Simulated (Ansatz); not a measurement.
# How many bands does the GW gap of PbI2 (P-3m1) need?

Wanted: a G0W0 gap for PbI2 (P-3m1) that is converged in bands and cutoff, or an estimate of the limit.

Calculated with Ansatz 0.2.0; G0W0 on PBE, plane waves, PAW.

### Step 1. Set-up

The structure is trigonal, space group P-3m1 (No. 164). The conventional cell has a = 4.555 Å, b = 4.555 Å, c = 6.977 Å, α = 90.00°, β = 90.00°, γ = 120.00°. Nearest to Pb lie 6 I at 3.21 Å. Nearest to I lie 3 Pb at 3.21 Å. Farther neighbours and most contacts between anions are not listed.

The cell and positions come from the Crystallography Open Database and are kept as given unless a step says otherwise. Spin-orbit coupling is left out unless a step names it. The default PAW set here is soft_2. Its files were made with PBE.

### Step 2. 132 empty bands, screening to 60 eV

G0W0 replaces the xc potential by the self-energy, built once from these orbitals. Only a window of levels is corrected, while the sums run over the empty bands that the input names.

input.yaml

```yaml
crystal:
  lattice:
    - [4.555, 0.0, 0.0]
    - [-2.2775, 3.9447457142, 0.0]
    - [0.0, 0.0, 6.977]
  atoms:
    - { symbol: Pb, position: [0.0, 0.0, 0.0] }
    - { symbol: I, position: [0.3333333333, 0.6666666667, 0.265] }
    - { symbol: I, position: [0.6666666667, 0.3333333333, 0.735] }
kpoints:
  mp_grid: { grid: [6, 6, 2] }
hamiltonian:
  xc: pbe
scf:
  occupations: { method: fixed }
gw:
  n_empty_bands: 132
  ecut_chi: 60
  qp_bands: [v2, c2]
  qp_kpoints: band_edges
  screening: { model: contour_deformation }
```

Launch:

```bash
> ansatz run input.yaml --threads 3 --pin off --max-ram 92160MiB --backend cuda --events-out ev --progress --plain --runs-dir out --devices 1 --max-vram 13GiB  # rebuilt from the run's record
```

Numbers of over 12 decimals in the logs are rounded to 6 here.

The log of the run:

```text
GPUs: using 1 of 1 available (devices: 1).
Engine: ansatz 0.2.0, x86_64-unknown-linux-gnu
Pseudopotentials: kind: paw
Pseudopotential: Pb, paw, valence charge 14, recommended cutoff 420 eV (normal), Pb.paw.azcp
Pseudopotential: I, paw, valence charge 17, recommended cutoff 420 eV (normal), I.paw.azcp
Functional definition: PBE
  parameter kappa = 0.804
  parameter beta = 0.066725
  exchange = pbe_x(kappa = kappa, mu = beta*pi^2/3)
  correlation = pbe_c(beta = beta)
device memory: the entry about to start is reckoned to put 1.0 GiB on a device that reports 51.4 GiB free (of which the cap on the GPU budget leaves the run 13.0 GiB)
GPU FFT provider: cuFFT
GPU libraries: cuBLAS 13.8.2, cuFFT 12.4.0, cuSOLVER 12.3.4
Crystal: 3 atoms, lattice volume = 125.365 Å³
Basis set: ecut = 420 eV, 2453 PW (Γ)
Bands: 29, of which v1, the nominal top of the filled ones, is band 24 counted from 1 (23 counted from 0)
Symmetry: 12 space group operations
Space group: P-3m1 (ITA 164), of the structure as read, at distance tolerance 5.0e-5 Å
k-points: 14 of 72
Non-local potential: Pb, projectors of the file, l = 0: 2, l = 1: 2, l = 2: 2, l = 3: 2
Non-local potential: I, projectors of the file, l = 0: 2, l = 1: 2, l = 2: 2, l = 3: 2
PAW form: soft (Blöchl's): semilocal exchange-correlation on the pseudo side does not see the compensation charge
PAW one-centre angular grid: Pb, 590 points (default); XC on 64 Gauss nodes
PAW one-centre angular grid: I, 590 points (default); XC on 64 Gauss nodes
Initial density: superposition of atomic densities (neutral atoms: chi_scale 0, normalization atom), corrected by the library's trained network
Initial wavefunctions: pseudopotential atomic-orbital guess
GPU buffer pool allocated for 49152 grid points (all kernels)
GPU transforms: local potential and band sums: pruned to the plane-wave sphere, on 30×32×48
Functional: x = pbe(κ = 0.804, μ = 0.219515), c = pbe(β = 0.066725)
SCF iter   1: F=—  HF=-26934.180172 eV  |F-HF|=—  |Δ(HF+E_count)|=         —  Δρ=5.95e-4  dr2=2.74e-4  ethr=1.77e-3  ⟨swp⟩=5.0  Hψ=1594  notcnv=0  defer=37
preconditioner: auto → Resta (q_TF=auto, 2.325 Å⁻¹)  ε∞=2.7  [insulator: Δε(μ)=2.218 eV  Ē_g=13.440 eV  n_scr=22 (ndim 8)  ℏωp=17.5 eV  f_vac=0.121  ε∞_Penn≈2.7]
SCF iter   2: F=—  HF=-26934.179760 eV  |F-HF|=—  |Δ(HF+E_count)|=   4.13e-4  Δρ=3.74e-4  dr2=1.54e-4  ethr=5.71e-7  ⟨swp⟩=3.0  Hψ=1056  notcnv=0  defer=39
SCF iter   3: F=—  HF=-26934.179808 eV  |F-HF|=—  |Δ(HF+E_count)|=   4.87e-5  Δρ=2.27e-4  dr2=3.83e-5  ethr=3.21e-7  ⟨swp⟩=3.0  Hψ=727  notcnv=0  defer=38
SCF iter   4: F=—  HF=-26934.179900 eV  |F-HF|=—  |Δ(HF+E_count)|=   9.23e-5  Δρ=5.44e-5  dr2=2.64e-6  ethr=7.97e-8  ⟨swp⟩=2.0  Hψ=743  notcnv=0  defer=38
SCF iter   5: F=—  HF=-26934.179902 eV  |F-HF|=—  |Δ(HF+E_count)|=   1.81e-6  Δρ=3.26e-5  dr2=1.23e-6  ethr=5.50e-9  ⟨swp⟩=3.0  Hψ=728  notcnv=0  defer=38
SCF iter   6: F=-26934.179902 eV  HF=-26934.179902 eV  |F-HF|=7.50e-8  |Δ(HF+E_count)|=   3.35e-7  Δρ=9.52e-6  dr2=7.61e-8  ethr=2.08e-10  ⟨swp⟩=9.4  Hψ=2200  notcnv=0
SCF 1 converged in 6 iterations: F = -26934.179902 eV  dr2 = 7.61e-8
  greatest PAW one-centre occupation: 0.999 electrons in one spin orbital (limit 2), on the I atom at site 2 (counted from 0), in its partial waves of l = 2
device memory: the entry about to start is reckoned to put 1.1 GiB (of the 1.2 GiB reckoned in all, the device holds 0.1 GiB already) on a device that reports 51.9 GiB free (of which the cap on the GPU budget leaves the run 12.9 GiB)
NSCF: frozen V_eff on 14 k-points, pencils in batches of 32, up to order 116
the band table was solved once the SCF had ended and its energy, with any forces and stress, was formed, with the checks that follow a solve (2125 applications of the Hamiltonian). They found nothing against the state; the energy, forces and stress were not computed again (output.eigenvalues in the input reference)
device memory: the entry about to start is reckoned to put 3.9 GiB on a device that reports 52.0 GiB free (of which the cap on the GPU budget leaves the run 13.0 GiB)
NSCF: frozen V_eff on 14 k-points
G₀W₀ screening: q 1/14
[... further progress lines ...]
SCF converged after 6 iterations
Free energy (F): -26934.179902 eV
Harris-Foulkes:  -26934.179902 eV  (|F-HF|=7.50e-8)
Internal energy: -26934.179902 eV  (E = F + TS)
E sigma→0 (E₀):  -26934.179902 eV
Fermi energy:    5.163079 eV
--- Per-component energies (eV) ---
  E_band       = -870.768954
  E_kinetic    = 664.339312
  E_local      = -5494.410688  (includes V_loc(G=0)·N_el)
  E_nonlocal   = 168.045928
  E_hartree    = 2671.650854
  E_xc         = -477.282891
  E_vxc        = -389.784571  (∫ρ·V_xc dr)
  E_paw        = -20034.837062  (= ΣΔE_a)
  E_vpaw       = -1162.243959  (= ΣTr[D̂ρ^β])
  E_aug_tail   = 0.000029  (compensation charges beyond the density's cutoff)
  E_ewald      = -4431.685384
  E_smearing   = -0.000000  (= −TS)
  E_closure    = -0.000000  (closes the sum)
  Σ components = -26934.179902   (vs F -26934.179902, Δ=0.00e0)
--- Band table (eV; the first three rows and the last of 14) ---
  k-point 0: bands = [... 20 lower, 4.1318, 4.2229, 4.2229, 4.4461, 7.6211, 8.5177, 8.5177, 11.5702, ... 1 higher]
  k-point 1: bands = [... 20 lower, 3.9969, 4.4013, 4.4013, 5.1631, 7.3786, 8.3310, 8.3310, 11.5788, ... 1 higher]
  k-point 2: bands = [... 20 lower, 3.6884, 4.4149, 4.5206, 4.9283, 7.9828, 8.4197, 8.6833, 11.5457, ... 1 higher]
  k-point 13: bands = [... 20 lower, 2.4822, 4.3867, 4.3867, 5.0779, 8.5345, 8.5345, 9.3305, 12.2158, ... 1 higher]
--- G₀W₀: contour deformation, 6 samples at zero and on the imaginary axis and 1 off it, 72 q-points, 132 empty bands' worth ---
  eigenvalues of the whole cell's RPA ε∞ on this k-mesh (on a slab, of 1 + 4πα/V) = 4.6630, 6.2849, 6.2849; static W/v taken at q = 0 is 0.187475
  bands read: the sum over 156 bands ends inside a degenerate multiplet in 1 slot, whose members it reads at an even weight; the widest, k=0: bands 156 to 157 (counted from 1) at 1/2 each
  gw.qp_kpoints: band_edges: 12 of 14 stored k-points solved, in 1 pass; an edge of the gap read off the rows below is read off those points alone
    valence top: of the k-points left out ik 5 came nearest to being solved in a further pass, in band 24 (counted from 1, as in the quasiparticle table): it holds the edge there only if its correction is more favourable than any solved in that band by at least 0.628 eV; those differ by 0.131 eV
    conduction bottom: of the k-points left out ik 5 came nearest to being solved in a further pass, in band 25 (counted from 1, as in the quasiparticle table): it holds the edge there only if its correction is more favourable than any solved in that band by at least 1.056 eV; those differ by 0.159 eV
    ik  band        ε_KS         Σx   Σc(E_QP)       V_xc       Z   E_QP_lin       E_QP  E_QP is
     0    23      4.2229   -17.3307     2.2792   -14.5222  0.7510     3.6877     3.6937  root
     0    24      4.4461   -17.3332     2.2332   -14.6333  0.7503     3.9748     3.9794  root
     0    25      7.6211    -7.5749    -3.1420   -11.1275  0.7959     8.0340     8.0317  root
     0    26      8.5177    -8.5380    -3.2744   -12.3743  0.7829     9.0848     9.0797  root
     1    23      4.4013   -17.4463     2.2085   -14.7289  0.7546     3.8870     3.8923  root
     1    24      5.1631   -17.2543     1.5356   -15.3454  0.7710     4.7876     4.7898  root
     1    25      7.3786    -7.4350    -3.1495   -10.9899  0.7998     7.7861     7.7840  root
     1    26      8.3310    -8.3270    -3.1869   -12.0476  0.7871     8.8689     8.8646  root
     2    23      4.5206   -17.4386     2.2256   -14.7286  0.7523     4.0313     4.0362  root
     2    24      4.9283   -17.3429     1.7503   -15.1848  0.7656     4.5177     4.5205  root
     2    25      7.9828    -7.8066    -3.2018   -11.4698  0.7927     8.4472     8.4442  root
     2    26      8.4197    -8.4638    -3.2280   -12.2207  0.7862     8.9530     8.9486  root
     3    23      4.2821   -17.3017     2.2680   -14.5078  0.7516     3.7503     3.7562  root
     3    24      4.9425   -16.9738     1.6285   -14.9402  0.7677     4.5346     4.5373  root
     3    25      8.0303    -8.2490    -3.1670   -11.8960  0.7912     8.5135     8.5102  root
     3    26      8.6617    -8.7806    -3.2458   -12.6077  0.7819     9.2485     9.2430  root
     4    23      4.4105   -17.4688     2.2380   -14.7203  0.7534     3.8946     3.9000  root
     4    24      4.8427   -17.0894     1.7709   -14.8798  0.7647     4.4006     4.4040  root
     4    25      8.0385    -7.8833    -3.1991   -11.5501  0.7926     8.5093     8.5062  root
     4    26      8.8471    -8.7283    -3.2750   -12.5937  0.7804     9.4435     9.4375  root
     6    23      4.3780   -17.4412     2.2455   -14.6782  0.7531     3.8550     3.8606  root
     6    24      4.7792   -17.1173     1.8376   -14.8228  0.7632     4.3185     4.3223  root
     6    25      8.0300    -7.7035    -3.1966   -11.3567  0.7932     8.4895     8.4865  root
     6    26      8.8615    -8.6351    -3.2508   -12.4669  0.7815     9.4482     9.4425  root
[...]
11    23      4.2655   -17.2586     2.3093   -14.4136  0.7497     3.7235     3.7298  root
    11    24      4.8183   -17.1186     1.7862   -14.8962  0.7641     4.3788     4.3822  root
    11    25      8.5285    -8.2113    -3.2393   -11.9598  0.7869     9.0418     9.0377  root
    11    26      8.8949    -8.6088    -3.3289   -12.5112  0.7806     9.4740     9.4683  root
    13    23      4.3867   -17.4043     2.2758   -14.6073  0.7515     3.8597     3.8655  root
    13    24      5.0779   -17.3909     1.7042   -15.2883  0.7673     4.6768     4.6795  root
    13    25      8.5345    -8.0406    -3.2520   -11.8026  0.7874     9.0486     9.0445  root
    13    26      8.5345    -8.0406    -3.2520   -11.8026  0.7874     9.0486     9.0445  root
```

Run time: 14 s. Hardware: 1 × NVIDIA H100 80GB HBM3 (shared by 6 runs) with 3 threads of AMD EPYC 7R13 (Zen 3), shared host; peak memory 1.2 GiB.

This step gave:

```
bands summed                                 : 156
RPA ε∞ on this mesh (eigenvalues)            : 4.663, 6.285, 6.285
plane waves in the screening matrix          : 135
q-points in the mesh                         : 72
G0W0 gap on the mesh                         : 2.994 eV
k of the valence top                         : 0, 0, -0.5
k of the conduction bottom                   : 0, 0, -0.5
starting gap on the mesh                     : 2.215 eV
Z at the valence top                         : 0.7710
Z at the conduction bottom                   : 0.7998
least direct G0W0 gap on the computed points : 2.994 eV
```

The gap on the mesh goes from 2.22 eV to 2.99 eV, a correction of +0.78 eV. Between the two edge states, bare exchange in place of the xc potential would open the gap by 5.46 eV, and correlation takes back 4.69 eV.

### Step 3. 374 empty bands, screening to 120 eV

Bands and screening cutoff are moved together, since each hides the error of the other.

Edit input.yaml of step 2 so:

```diff
@@ -16,4 +16,4 @@
 gw:
-  n_empty_bands: 132
-  ecut_chi: 60
+  n_empty_bands: 374
+  ecut_chi: 120
   qp_bands: [v2, c2]
```

The log of the run:

```text
GPUs: using 1 of 1 available (devices: 1).
[...]
GPU FFT provider: cuFFT
GPU libraries: cuBLAS 13.8.2, cuFFT 12.4.0, cuSOLVER 12.3.4
Crystal: 3 atoms, lattice volume = 125.365 Å³
Basis set: ecut = 420 eV, 2453 PW (Γ)
Bands: 29, of which v1, the nominal top of the filled ones, is band 24 counted from 1 (23 counted from 0)
Symmetry: 12 space group operations
[...]
k-points: 14 of 72
[...]
GPU buffer pool allocated for 49152 grid points (all kernels)
[...]
SCF iter   1: F=—  HF=-26934.180172 eV  |F-HF|=—  |Δ(HF+E_count)|=         —  Δρ=5.95e-4  dr2=2.74e-4  ethr=1.77e-3  ⟨swp⟩=5.0  Hψ=1594  notcnv=0  defer=37
[...]
SCF iter   6: F=-26934.179902 eV  HF=-26934.179902 eV  |F-HF|=7.50e-8  |Δ(HF+E_count)|=   3.35e-7  Δρ=9.52e-6  dr2=7.61e-8  ethr=2.08e-10  ⟨swp⟩=9.4  Hψ=2200  notcnv=0
SCF 1 converged in 6 iterations: F = -26934.179902 eV  dr2 = 7.61e-8
[...]
NSCF: frozen V_eff on 14 k-points, pencils in batches of 32, up to order 116
[...]
NSCF: frozen V_eff on 14 k-points
G₀W₀ screening: q 1/14
[... further progress lines ...]
SCF converged after 6 iterations
Free energy (F): -26934.179902 eV
[...]
Internal energy: -26934.179902 eV  (E = F + TS)
E sigma→0 (E₀):  -26934.179902 eV
Fermi energy:    5.163079 eV
[...]
--- Band table (eV; the first three rows and the last of 14) ---
  k-point 0: bands = [... 20 lower, 4.1318, 4.2229, 4.2229, 4.4461, 7.6211, 8.5177, 8.5177, 11.5702, ... 1 higher]
  k-point 1: bands = [... 20 lower, 3.9969, 4.4013, 4.4013, 5.1631, 7.3786, 8.3310, 8.3310, 11.5788, ... 1 higher]
  k-point 2: bands = [... 20 lower, 3.6884, 4.4149, 4.5206, 4.9283, 7.9828, 8.4197, 8.6833, 11.5457, ... 1 higher]
  k-point 13: bands = [... 20 lower, 2.4822, 4.3867, 4.3867, 5.0779, 8.5345, 8.5345, 9.3305, 12.2158, ... 1 higher]
[...]
0    23      4.2229   -17.3307     1.9338   -14.5222  0.7476     3.3307     3.3482  root
     0    24      4.4461   -17.3332     1.8781   -14.6333  0.7469     3.6091     3.6245  root
     0    25      7.6211    -7.5749    -3.3938   -11.1275  0.7943     7.7802     7.7798  root
     0    26      8.5177    -8.5380    -3.5680   -12.3743  0.7810     8.7872     8.7861  root
     1    23      4.4013   -17.4463     1.8525   -14.7289  0.7510     3.5202     3.5364  root
     1    24      5.1631   -17.2543     1.1452   -15.3454  0.7673     4.3897     4.3994  root
     1    25      7.3786    -7.4350    -3.3968   -10.9899  0.7985     7.5370     7.5367  root
     1    26      8.3310    -8.3270    -3.4678   -12.0476  0.7854     8.5846     8.5837  root
[...]
13    23      4.3867   -17.4043     1.9254   -14.6073  0.7480     3.4980     3.5151  root
    13    24      5.0779   -17.3909     1.3151   -15.2883  0.7637     4.2794     4.2904  root
    13    25      8.5345    -8.0406    -3.5292   -11.8026  0.7855     8.7681     8.7673  root
    13    26      8.5345    -8.0406    -3.5292   -11.8026  0.7855     8.7681     8.7673  root
```

Wall time 35 s (1 × NVIDIA H100 80GB HBM3 (shared by 6 runs) with 3 threads); peak memory 1.6 GiB.

This step gave:

- bands summed: 398
- RPA ε∞ on this mesh (eigenvalues): 4.657, 6.265, 6.265
- plane waves in the screening matrix: 379
- q-points in the mesh: 72
- G0W0 gap on the mesh: 3.137 eV
- k of the valence top: 0, 0, -0.5
- k of the conduction bottom: 0, 0, -0.5
- starting gap on the mesh: 2.215 eV
- Z at the valence top: 0.7673
- Z at the conduction bottom: 0.7985
- least direct G0W0 gap on the computed points: 3.137 eV

Against the run with 6×6×2 mesh, 132 empty bands, screening to 60 eV, the gap moves by +0.14 eV.

### Step 4. 805 empty bands, screening to 200 eV

Edit input.yaml of step 3 so:

```diff
@@ -16,4 +16,4 @@
 gw:
-  n_empty_bands: 374
-  ecut_chi: 120
+  n_empty_bands: 805
+  ecut_chi: 200.0
   qp_bands: [v2, c2]
```

The log of the run:

```text
GPUs: using 1 of 1 available (devices: 1).
[...]
GPU FFT provider: cuFFT
GPU libraries: cuBLAS 13.8.2, cuFFT 12.4.0, cuSOLVER 12.3.4
Crystal: 3 atoms, lattice volume = 125.365 Å³
Basis set: ecut = 420 eV, 2453 PW (Γ)
Bands: 29, of which v1, the nominal top of the filled ones, is band 24 counted from 1 (23 counted from 0)
Symmetry: 12 space group operations
[...]
k-points: 14 of 72
[...]
1    26      8.3310    -8.3270    -3.5672   -12.0476  0.7850     8.4847     8.4844  root
[...]
13    23      4.3867   -17.4043     1.7819   -14.6073  0.7476     3.3479     3.3715  root
    13    24      5.0779   -17.3909     1.1292   -15.2883  0.7630     4.0873     4.1046  root
    13    25      8.5345    -8.0406    -3.6389   -11.8026  0.7851     8.6578     8.6575  root
    13    26      8.5345    -8.0406    -3.6389   -11.8026  0.7851     8.6578     8.6575  root
[key lines of the parts left out:]
SCF converged after 6 iterations
Free energy (F): -26934.179902 eV
Fermi energy:    5.163079 eV
```

It took 95 s on 1 × NVIDIA H100 80GB HBM3 (shared by 6 runs) with 3 threads; peak memory 3 GiB.

Numbers from this step:

| Quantity | Value |
| --- | --- |
| bands summed | 829 |
| RPA ε∞ on this mesh (eigenvalues) | 4.655, 6.261, 6.261 |
| plane waves in the screening matrix | 797 |
| G0W0 gap on the mesh | 3.220 eV |
| k of the valence top | 0, 0, -0.5 |
| k of the conduction bottom | 0, 0, -0.5 |
| starting gap on the mesh | 2.215 eV |
| least direct G0W0 gap on the computed points | 3.220 eV |

Against the run with 6×6×2 mesh, 374 empty bands, screening to 120 eV, the gap moves by +0.08 eV.

(Part 1 of 2 ends here.)

[Paths, hosts, dates, memory and timing lines, banners, echoed tables and standing remarks are left out of the program output.]

[Logs are printed without paths, hosts, clocks, repeated set-up lines and the standing remarks that a program may print on its own settings, such as how far it seeks lower states.]

[Runs of the session that timed out or met a known fault of the program may be left out.]

[Cells called generated may have been cut or substituted from an entry of the Crystallography Open Database or the Materials Project.]

[Hosts, paths, dates, database ids (printed as entryN), source tags and the programs' standing remarks are cut or masked in the printed files.]
